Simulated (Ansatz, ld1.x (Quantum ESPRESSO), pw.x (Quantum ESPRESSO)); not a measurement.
# magnesium: does the PAW potential hold in the solid?

- Element: magnesium (Mg)
- Generator: ld1.x (Quantum ESPRESSO) 7.5
- Type: PAW
- Functional: PBE
- Relativity: scalar-relativistic
- Frozen core: [Ne]
- Valence charge: 2
- Reference configuration: 3s2 3p0
- Partial waves: 3s (bound): rcut 2.30, rcutus 2.60 bohr; 3s channel at 0.3 Ry: rcut 2.30, rcutus 2.60 bohr; 3p (bound, empty): rcut 2.50, rcutus 3.00 bohr; 3p channel at 1.2 Ry: rcut 2.50, rcutus 3.00 bohr; 3d channel at 0.05 Ry: rcut 2.15, rcutus 2.50 bohr
- Local potential: all-electron potential smoothed inside 2.30 bohr (lloc = -1)
- Core correction: Bessel-smoothed model core inside 2.00 bohr
- Augmentation charge: PSQ, radius 2.25 bohr

Atomic tests: cutoffs needed: 6 Ry and 6 Ry (the cutoffs (Ry, on a coarse ladder) from which the occupation-weighted sum of valence levels, in a spherical-Bessel basis at the reference potential, stays within 10 and 1 mRy of its value at 400 Ry); ghost test: no extra level below or beside the all-electron valence levels (s, p, d, f tested) (spherical-Bessel basis up to 400 Ry, 20 bohr box); largest excitation error: -13 meV (all-electron minus pseudo) for 3s0 3p1, out of 5 test configurations.

Crystal test: bcc Mg in pw.x 7.5, no spin, 13³ k-points, Fermi–Dirac smearing 0.01 Ry, cutoffs 40/320 Ry. The reference is all-electron LAPW (Ansatz 0.2.0) with the same functional, mesh and smearing; V0 and B0 come from Birch–Murnaghan fits to the pressures at five volumes. Errors are pseudo minus all-electron; Δ is the rms difference of the E(V) curves that follow from these fits, minima aligned, over ±6 % about the mean V0. Mesh and smearing are coarse, so the numbers serve the comparison and aren't converged zero-temperature values; the lattice is a test structure that the element need not adopt.

```
V (Å³/atom)  P all-electron (GPa)  P pseudo (GPa)
     21.727                  2.20            2.29
     22.298                  1.13            1.20
     22.870                  0.19            0.24
     23.442                 -0.65           -0.61
     24.014                 -1.38           -1.35
```

All-electron: a0 = 3.583 Å (V0 = 22.99 Å³/atom), B0 = 34.7 GPa.

Pseudopotential: mean pressure error (GPa): +0.05; a0 (Å): 3.584; a0 error (%): +0.05; B0 error (%): +1.0; Δ (meV/atom): 0.3.

At the middle volume, how do free energy and pressure move when the wave cutoff is lowered (ecutrho held at 320 Ry)?

| cutoff (Ry) | shift of F (meV/atom) | shift of P (GPa) |
| --- | --- | --- |
| 18 | +0.2 | -0.00 |
| 24 | +0.1 | -0.00 |
| 32 | +0.0 | +0.00 |

The run at the middle volume (84 k-points, 5 iterations) took about 4.7 s on one core of a shared host (Neoverse-V2, 96 threads, 742 GiB, load 68).
